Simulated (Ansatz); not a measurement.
# CdSe (F-43m) in Ansatz: settings compared

Aim: see how the results for CdSe move with the level of theory and the settings. Levels: revPBE+D3(BJ), revPBE+D4, revPBE, BLYP, PBE. Tasks: relaxation of cell and atoms, single point.

All numbers are computed with Ansatz 0.2.0; they aren't measurements. Logs are shortened: lines on timing, memory, paths and dates and some standing lists are left out, and cuts for length are marked.

### 1 Starting point

The structure is cubic, space group F-43m (No. 216). Conventional cell: a = 6.141 Å, b = 6.141 Å, c = 6.141 Å, α = 90.00°, β = 90.00°, γ = 90.00°. Around Cd (site symmetry -43m) lie 4 Se at 2.66 Å. Around Se (site symmetry -43m) lie 4 Cd at 2.66 Å.

Measurements of this composition are mostly on another form, of space group No. 186.

### 2 Relaxation of cell and atoms, revPBE+D3(BJ)

input.yaml

```yaml
crystal:
  lattice:
    - [0.0, 3.0702711986, 3.0702711986]
    - [3.0702711986, 0.0, 3.0702711986]
    - [3.0702711986, 3.0702711986, 0.0]
  atoms:
    - { symbol: Cd, position: [0.0, 0.0, 0.0] }
    - { symbol: Se, position: [0.25, 0.25, 0.25] }
hamiltonian:
  xc: revpbe
  pseudopotentials: { kind: paw }
  dispersion: d3bj
kpoints:
  mp_grid: { grid: [8, 8, 8] }
scf:
  occupations: { method: fermi_dirac, width: 0.05 }
output:
  forces: true
  stress: true
  write_density: true
  write_potential: true
  elf: true
  volumetric_format: npy
relax:
  f_tol: 0.01
  max_steps: 40
  cell: { stress_tol: 0.05 }
```

Potentials or basis: Ansatz PAW.

Launch:

```sh
ansatz run input.yaml --threads 2 --pin off --max-ram 5632MiB --backend cpu --events-out ev --progress --plain --runs-dir out
```

The program printed:

```text
Warning: RAYON_NUM_THREADS=2 ignored (pool sized by the plan → 2); use --threads N
Engine: ansatz 0.2.0, x86_64-unknown-linux-gnu
Pseudopotentials: kind: paw
Pseudopotential: Cd, paw, valence charge 20, recommended cutoff 420 eV (normal), Cd.paw.azcp
Pseudopotential: Se, paw, valence charge 16, recommended cutoff 420 eV (normal), Se.paw.azcp
Functional definition: revPBE
  parameter kappa = 1.245
  parameter beta = 0.06672455060314922
  exchange = pbe_x(kappa = kappa, mu = beta*pi^2/3)
  correlation = pbe_c(beta = beta)
Crystal: 2 atoms, lattice volume = 57.884 Å³
Basis set: ecut = 420 eV, 1139 PW (Γ), exchange–correlation on 60×60×60 points (8 copies of the dense FFT grid, shifted against one another)
Bands: 22, of which v1, the nominal top of the filled ones, is band 18 counted from 1 (17 counted from 0)
Symmetry: 24 space group operations
Space group: F-43m (ITA 216), of the structure as read, at distance tolerance 3.9e-5 Å
k-points: 29 of 512 (time reversal used)
Non-local potential: Cd, projectors of the file, l = 0: 3, l = 1: 2, l = 2: 2, l = 3: 1
Non-local potential: Se, projectors of the file, l = 0: 2, l = 1: 2, l = 2: 3, l = 3: 1
PAW form: soft (Blöchl's): semilocal exchange-correlation on the pseudo side does not see the compensation charge
PAW frozen core: Cd, regenerated for the run's functional, and the local potential with it (the file was generated under x = pbe(κ = 0.804, μ = 0.2195149727645171), c = pbe(β = 0.06672455060314922))
PAW frozen core: Se, regenerated for the run's functional, and the local potential with it (the file was generated under x = pbe(κ = 0.804, μ = 0.2195149727645171), c = pbe(β = 0.06672455060314922))
PAW one-centre angular grid: Cd, 590 points (default); XC on 64 Gauss nodes
PAW one-centre angular grid: Se, 590 points (default); XC on 64 Gauss nodes
Initial density: superposition of atomic densities (neutral atoms: chi_scale 0, normalization atom), corrected by the library's trained network
Initial wavefunctions: pseudopotential atomic-orbital guess
Functional: x = revpbe(κ = 1.245, μ = 0.2195149727645171), c = pbe(β = 0.06672455060314922)
SCF iter   1: F=—  HF=-13736.176776 eV  |F-HF|=—  |Δ(HF+E_count)|=         —  Δρ=2.01e-3  dr2=1.77e-3  ethr=1.77e-3  ⟨swp⟩=6.0  Hψ=2724  notcnv=0
preconditioner: auto → none  [insulator: Δε(μ)=0.678 eV  Ē_g=12.134 eV  σ=0.050 eV  W_gap=1.00  n_scr=14 (ndim 8)  ℏωp=20.7 eV  f_vac=0.215  D(μ)=0.00/eV (n_scr^D=0)  ε∞_Penn≈3.9]
SCF iter   2: F=—  HF=-13736.177121 eV  |F-HF|=—  |Δ(HF+E_count)|=   3.45e-4  Δρ=7.25e-4  dr2=1.84e-4  ethr=4.91e-6  ⟨swp⟩=2.5  Hψ=1416  notcnv=0
SCF iter   3: F=—  HF=-13736.177134 eV  |F-HF|=—  |Δ(HF+E_count)|=   1.31e-5  Δρ=3.20e-4  dr2=2.99e-5  ethr=5.11e-7  ⟨swp⟩=2.0  Hψ=878  notcnv=0
SCF iter   4: F=—  HF=-13736.177144 eV  |F-HF|=—  |Δ(HF+E_count)|=   1.07e-5  Δρ=8.39e-5  dr2=4.92e-6  ethr=8.31e-8  ⟨swp⟩=2.5  Hψ=960  notcnv=0
SCF iter   5: F=—  HF=-13736.177146 eV  |F-HF|=—  |Δ(HF+E_count)|=   1.34e-6  Δρ=1.63e-5  dr2=1.65e-7  ethr=1.37e-8  ⟨swp⟩=2.0  Hψ=1040  notcnv=0
SCF iter   6: F=-13736.177146 eV  HF=-13736.177146 eV  |F-HF|=5.88e-8  |Δ(HF+E_count)|=   2.50e-7  Δρ=4.93e-6  dr2=8.57e-9  ethr=2.78e-10  ⟨swp⟩=7.9  Hψ=3527  notcnv=0
SCF 1 converged in 6 iterations: F = -13736.177146 eV  dr2 = 8.57e-9
relax step   1: F+E_penalty+E_count = -13736.17714607 eV  Δ(F+E_penalty+E_count) = +0.000e0 eV  max|allowed force component| = 9.483e-17 eV/Å  Δτ_max = 0.0000 Å  P = -1.231 GPa  Ω = 57.884 Å³  (6 SCF iters, dr2 threshold 1.00e-7 eV, accepted)
Crystal: 2 atoms, lattice volume = 56.000 Å³
Basis set: ecut = 420 eV, 1067 PW (Γ), exchange–correlation on 60×60×60 points (8 copies of the dense FFT grid, shifted against one another)
Initial density: handed on by an earlier stage of this run
Initial wavefunctions: those handed on with the density
iter 1 solved again at ethr=2.20e-6 eV; its pass at ethr=3.10e-3 eV (dr2=7.91e-4 eV) is discarded
SCF iter   1: F=—  HF=-13736.183055 eV  |F-HF|=—  |Δ(HF+E_count)|=         —  Δρ=9.38e-4  dr2=7.47e-4  ethr=2.20e-6  ⟨swp⟩=1.1  Hψ=3331  notcnv=0
preconditioner: auto → none  [insulator: Δε(μ)=0.733 eV  Ē_g=12.260 eV  σ=0.050 eV  W_gap=1.00  n_scr=14 (ndim 8)  ℏωp=21.1 eV  f_vac=0.201  D(μ)=0.00/eV (n_scr^D=0)  ε∞_Penn≈3.9]
SCF iter   2: F=—  HF=-13736.182903 eV  |F-HF|=—  |Δ(HF+E_count)|=   1.51e-4  Δρ=5.91e-4  dr2=1.37e-4  ethr=2.07e-6  ⟨swp⟩=2.0  Hψ=871  notcnv=0
SCF iter   3: F=—  HF=-13736.182876 eV  |F-HF|=—  |Δ(HF+E_count)|=   2.77e-5  Δρ=1.97e-4  dr2=2.23e-5  ethr=3.80e-7  ⟨swp⟩=2.0  Hψ=880  notcnv=0
SCF iter   4: F=—  HF=-13736.182883 eV  |F-HF|=—  |Δ(HF+E_count)|=   7.29e-6  Δρ=9.78e-5  dr2=4.27e-6  ethr=6.20e-8  ⟨swp⟩=2.6  Hψ=865  notcnv=0
SCF iter   5: F=—  HF=-13736.182885 eV  |F-HF|=—  |Δ(HF+E_count)|=   1.73e-6  Δρ=1.86e-5  dr2=2.23e-7  ethr=1.19e-8  ⟨swp⟩=2.5  Hψ=885  notcnv=0
SCF iter   6: F=-13736.182885 eV  HF=-13736.182885 eV  |F-HF|=2.31e-8  |Δ(HF+E_count)|=   2.90e-7  Δρ=3.80e-6  dr2=7.77e-9  ethr=5.56e-10  ⟨swp⟩=7.9  Hψ=3769  notcnv=0
SCF 2 converged in 6 iterations: F = -13736.182885 eV  dr2 = 7.77e-9
relax step   2: F+E_penalty+E_count = -13736.18288502 eV  Δ(F+E_penalty+E_count) = -5.739e-3 eV  max|allowed force component| = 5.204e-17 eV/Å  Δτ_max = 0.0000 Å  P = +0.378 GPa  Ω = 56.000 Å³  energy of the carried Pulay correction = +4.124e-4 eV  (6 SCF iters, dr2 threshold 2.00e-7 eV, accepted)
Crystal: 2 atoms, lattice volume = 56.431 Å³
iter 1 solved again at ethr=3.80e-7 eV; its pass at ethr=3.10e-3 eV (dr2=1.37e-4 eV) is discarded
SCF iter   1: F=—  HF=-13736.183276 eV  |F-HF|=—  |Δ(HF+E_count)|=         —  Δρ=2.14e-4  dr2=3.89e-5  ethr=3.80e-7  ⟨swp⟩=2.0  Hψ=3248  notcnv=0
preconditioner: auto → none  [insulator: Δε(μ)=0.737 eV  Ē_g=12.215 eV  σ=0.050 eV  W_gap=1.00  n_scr=14 (ndim 8)  ℏωp=21.0 eV  f_vac=0.209  D(μ)=0.00/eV (n_scr^D=0)  ε∞_Penn≈3.9]
SCF iter   2: F=—  HF=-13736.183268 eV  |F-HF|=—  |Δ(HF+E_count)|=   8.95e-6  Δρ=1.32e-4  dr2=6.96e-6  ethr=1.08e-7  ⟨swp⟩=2.0  Hψ=871  notcnv=0
SCF iter   3: F=—  HF=-13736.183267 eV  |F-HF|=—  |Δ(HF+E_count)|=   4.23e-7  Δρ=4.48e-5  dr2=1.18e-6  ethr=1.93e-8  ⟨swp⟩=3.0  Hψ=1169  notcnv=0
SCF iter   4: F=-13736.183268 eV  HF=-13736.183267 eV  |F-HF|=5.83e-8  |Δ(HF+E_count)|=   3.61e-7  Δρ=1.16e-5  dr2=5.64e-8  ethr=5.56e-10  ⟨swp⟩=6.0  Hψ=3874  notcnv=0
SCF 3 converged in 4 iterations: F = -13736.183268 eV  dr2 = 5.64e-8
relax step   3: F+E_penalty+E_count = -13736.18326751 eV  Δ(F+E_penalty+E_count) = -3.825e-4 eV  max|allowed force component| = 4.857e-17 eV/Å  Δτ_max = 0.0000 Å  P = -0.019 GPa  Ω = 56.431 Å³  energy of the carried Pulay correction = +3.160e-4 eV  (4 SCF iters, dr2 threshold 2.00e-7 eV, accepted)
Initial wavefunctions: pseudopotential atomic-orbital guess (no wavefunctions were taken with the density)
iter 1 solved again at ethr=8.06e-8 eV; its pass at ethr=3.10e-3 eV (dr2=2.90e-5 eV) is discarded
SCF iter   1: F=—  HF=-13736.182937 eV  |F-HF|=—  |Δ(HF+E_count)|=         —  Δρ=5.77e-5  dr2=3.85e-7  ethr=8.06e-8  ⟨swp⟩=3.0  Hψ=4385  notcnv=0
preconditioner: auto → none  [insulator: Δε(μ)=0.733 eV  Ē_g=12.217 eV  σ=0.050 eV  W_gap=1.00  n_scr=14 (ndim 8)  ℏωp=21.0 eV  f_vac=0.206  D(μ)=0.00/eV (n_scr^D=0)  ε∞_Penn≈3.9]
SCF iter   2: F=—  HF=-13736.182951 eV  |F-HF|=—  |Δ(HF+E_count)|=   1.40e-5  Δρ=2.43e-5  dr2=9.16e-8  ethr=1.07e-9  ⟨swp⟩=2.0  Hψ=1134  notcnv=0
SCF iter   3: F=—  HF=-13736.182951 eV  |F-HF|=—  |Δ(HF+E_count)|=   1.01e-7  Δρ=9.49e-6  dr2=1.68e-8  ethr=2.54e-10  ⟨swp⟩=2.0  Hψ=874  notcnv=0
SCF iter   4: F=—  HF=-13736.182951 eV  |F-HF|=—  |Δ(HF+E_count)|=   1.26e-8  Δρ=1.73e-6  dr2=8.44e-10  ethr=4.67e-11  ⟨swp⟩=2.0  Hψ=1133  notcnv=0
SCF iter   5: F=—  HF=-13736.182951 eV  |F-HF|=—  |Δ(HF+E_count)|=   1.02e-9  Δρ=6.25e-7  dr2=1.03e-10  ethr=2.34e-12  ⟨swp⟩=2.0  Hψ=1045  notcnv=0
SCF iter   6: F=-13736.182951 eV  HF=-13736.182951 eV  |F-HF|=2.36e-11  |Δ(HF+E_count)|=  4.35e-10  Δρ=9.74e-8  dr2=5.19e-12  ethr=1.00e-12  ⟨swp⟩=6.0  Hψ=2702  notcnv=0
SCF 4 converged in 6 iterations: F = -13736.182951 eV  dr2 = 5.19e-12
relax step   4: F+E_penalty+E_count = -13736.18295063 eV  Δ(F+E_penalty+E_count) = +3.169e-4 eV  max|allowed force component| = 3.990e-17 eV/Å  Δτ_max = 0.0000 Å  P = -0.017 GPa  Ω = 56.431 Å³  stress off target by 1.74e-2 GPa  SCF on the basis re-selected at this cell (its energy is not comparable with the rows above)  (6 SCF iters)
basis re-selected at this cell: Δ(F+E_penalty+E_count) = +3.169e-4 eV, ΔP = +0.001 GPa vs the last step (what re-selecting the basis moved, of the pressure what is left beyond the Pulay correction that the steps carried, after the strain that the cell walked since its last selection, with what the two solves' SCF thresholds leave and, on support functions, any second-order correction that the steps lacked; it is no measure of the basis error at this ecutwfc). This SCF's stress stands 1.74e-2 GPa from its target on what of the cell is left free (relax.cell.stress_tol is 5.00e-2 GPa) and its largest allowed force component is 3.99e-17 eV/Å (relax.f_tol is 1.00e-2 eV/Å): within both
SCF converged after 6 iterations
Free energy (F): -13736.182951 eV
Harris-Foulkes:  -13736.182951 eV  (|F-HF|=2.36e-11)
Internal energy: -13736.182946 eV  (E = F + TS)
E sigma→0 (E₀):  -13736.182948 eV
Entropy (-TS):   -0.000005 eV (-0.002 meV/atom)
Fermi energy:    7.927087 eV
--- Per-component energies (eV) ---
  E_band       = -887.505271
  E_kinetic    = 624.004265
  E_local      = -6382.349700  (includes V_loc(G=0)·N_el)
  E_nonlocal   = -564.315967
  E_hartree    = 3037.310427
  E_xc         = -281.599375
  E_vxc        = -320.079557  (∫ρ·V_xc dr)
  E_paw        = -6004.309910  (= ΣΔE_a)
  E_vpaw       = -319.384594  (= ΣTr[D̂ρ^β])
  E_aug_tail   = -0.000585  (compensation charges beyond the density's cutoff)
  E_ewald      = -4163.425525
  E_disp       = -1.218665  (pairwise vdW)
  E_core_change = -0.277910  (= ΣΔE_core)
  E_smearing   = -0.000005  (= −TS)
  E_closure    = 0.000000  (closes the sum)
  Σ components = -13736.182951   (vs F -13736.182951, Δ=0.00e0)
--- Forces (eV/Å), atoms counted from 1 ---
  atom   1  Cd     0.00000000    -0.00000000    -0.00000000
  atom   2  Se    -0.00000000     0.00000000     0.00000000
  max |Σ_I F_I| component: 2.20e-17 eV/Å
--- Stress (GPa, compression-positive) ---
       -0.017354      -0.000000      -0.000000
       -0.000000      -0.017354       0.000000
       -0.000000       0.000000      -0.017354
  P = ⅓ Tr σ = -0.0174 GPa (-0.174 kbar)
--- Band table (eV; the first three rows and the last of 29) ---
  k-point 0: bands = ["-94.1054", "-55.1765", "-55.1765", "-55.1765", "-39.0707", "-39.0707", "-39.0707", "-39.0673", "-39.0673", "-5.0167", "-0.3989", "-0.3989", "-0.3989", "-0.0289", "-0.0289", "7.5216", "7.5216", "7.5216", "8.2548", "13.5231", "13.5231", "13.5231"]
  k-point 1: bands = ["-94.1054", "-55.1766", "-55.1766", "-55.1766", "-39.0707", "-39.0707", "-39.0707", "-39.0673", "-39.0673", "-4.9638", "-0.3820", "-0.3820", "-0.3502", "-0.0298", "-0.0298", "6.3564", "7.3984", "7.3984", "9.2138", "13.3300", "13.7240", "13.7240"]
  k-point 2: bands = ["-94.1054", "-55.1767", "-55.1766", "-55.1766", "-39.0707", "-39.0706", "-39.0706", "-39.0672", "-39.0672", "-4.8348", "-0.3449", "-0.3449", "-0.1858", "-0.0267", "-0.0267", "4.9081", "7.1259", "7.1259", "9.9127", "13.5813", "14.0403", "14.0403"]
  k-point 28: bands = ["-94.1054", "-55.1768", "-55.1768", "-55.1767", "-39.0707", "-39.0707", "-39.0706", "-39.0672", "-39.0672", "-4.5357", "-0.2143", "-0.2077", "-0.0618", "-0.0245", "0.4551", "3.5888", "5.3331", "5.3589", "12.5856", "12.8559", "14.0882", "15.2619"]
--- Relaxed structure (3 steps of the walk, 3 accepted, 1 SCFs on fresh bases) ---
  F+E_penalty+E_count = -13736.18295063 eV   max|allowed force component| = 3.990e-17 eV/Å   (the final SCF, on the basis selected at the relaxed cell)
  cell:  # Å, volume = 56.4309 Å³
    - [1.49039631962196e-33, 3.044358212393658, 3.044358212393658]
    - [3.044358212393658, 5.566693945938431e-33, 3.044358212393658]
    - [3.044358212393658, 3.044358212393658, 6.165400159803663e-33]
  atoms:
    - { symbol: Cd, position: [-6.050670463151967e-34, 6.730227405017847e-34, 8.742761425159107e-34] }
    - { symbol: Se, position: [0.25, 0.25, 0.25] }
```

Run time: 23 s. Hardware: 2 threads of Intel Xeon at 2.50GHz (Skylake/Cascade Lake), shared host; peak memory 0.4 GiB.

What came out:

| Item | Value |
| --- | --- |
| Free energy | -13736.1830 eV |
| Relaxed volume | 28.22 Å³/atom |
| Relaxed cell | a = 4.305 Å, b = 4.305 Å, c = 4.305 Å, α = 60.00°, β = 60.00°, γ = 60.00° |
| Space group after relaxing (to 0.05 Å) | F-43m (No. 216) |
| Energy gained by relaxing | 2.9 meV/atom |
| Ionic steps | 4 |
| Pressure after relaxing | 0.0 GPa |
| Band gap on the k mesh | 0.73 eV, direct |

The path:
```
step  energy change (eV)  largest force (eV/Å)  volume (Å³)
   1              0.0000                0.0000        57.88
   2             -0.0057                0.0000        56.00
   3             -0.0061                0.0000        56.43
   4             -0.0058                0.0000        56.43
```

Final structure:
```
Cd Se
1.0
     0.00000    3.04436    3.04436
     3.04436    0.00000    3.04436
     3.04436    3.04436    0.00000
Cd Se
1 1
Direct
  0.00000 0.00000 0.00000
  0.25000 0.25000 0.25000
```

Levels at points of the mesh, in eV from the valence-band top:
```
             k point  band 16  band 17  band 18  band 19  band 20  band 21
  (0.00, 0.00, 0.00)     0.00     0.00     0.00     0.73     6.00     6.00
 (0.00, 0.00, -0.50)    -4.32    -0.74    -0.74     2.49     6.52     6.52
(0.00, -0.50, -0.50)    -4.03    -1.82    -1.82     3.29     3.84     9.22
```

Caveat: the plane-wave basis is chosen anew once the cell has moved, so the energies of steps on either side of that aren't comparable; the PAW data sets come from PBE, with cores solved anew for the run's functional, which leaves a small shift of forces and pressure. Expect the measured gap to be larger: semilocal functionals such as revPBE lack the derivative discontinuity.

### 3 Relaxation of cell and atoms, revPBE+D4

Edit input.yaml of step 2 so:

```diff
@@ -11,3 +11,3 @@
   pseudopotentials: { kind: paw }
-  dispersion: d3bj
+  dispersion: d4
 kpoints:
@@ -19,6 +19,2 @@
   stress: true
-  write_density: true
-  write_potential: true
-  elf: true
-  volumetric_format: npy
 relax:
```

Potentials or basis: Ansatz PAW.

Launch:

```sh
ansatz run input.yaml --threads 2 --pin off --max-ram 5632MiB --backend cpu --events-out ev --progress --plain --runs-dir out
```

It took 19 s on 2 threads of Intel Xeon at 2.50GHz (Skylake/Cascade Lake), shared host; peak memory 0.39 GiB.

Results (log left out):

- Free energy: -13736.0446 eV
- Relaxed volume: 28.48 Å³/atom
- Relaxed cell: a = 4.319 Å, b = 4.319 Å, c = 4.319 Å, α = 60.00°, β = 60.00°, γ = 60.00°
- Space group after relaxing (to 0.05 Å): F-43m (No. 216)
- Energy gained by relaxing: 1.2 meV/atom
- Ionic steps: 4
- Pressure after relaxing: 0.0 GPa
- Band gap on the k mesh: 0.71 eV

The path:
| step | energy change (eV) | largest force (eV/Å) | volume (Å³) |
| --- | --- | --- | --- |
| 1 | 0.0000 | 0.0000 | 57.88 |
| 2 | -0.0024 | 0.0000 | 56.70 |
| 3 | -0.0025 | 0.0000 | 56.95 |
| 4 | -0.0023 | 0.0000 | 56.95 |

Final structure:
```
CELL_PARAMETERS angstrom
0.00000 3.05374 3.05374
3.05374 0.00000 3.05374
3.05374 3.05374 0.00000
ATOMIC_POSITIONS crystal
Cd 0.00000 0.00000 0.00000
Se 0.25000 0.25000 0.25000
```

Caveat: the plane-wave basis is chosen anew once the cell has moved, so the energies of steps on either side of that aren't comparable; the PAW data sets come from PBE, with cores solved anew for the run's functional, which leaves a small shift of forces and pressure.

[end of part 1 of 2]
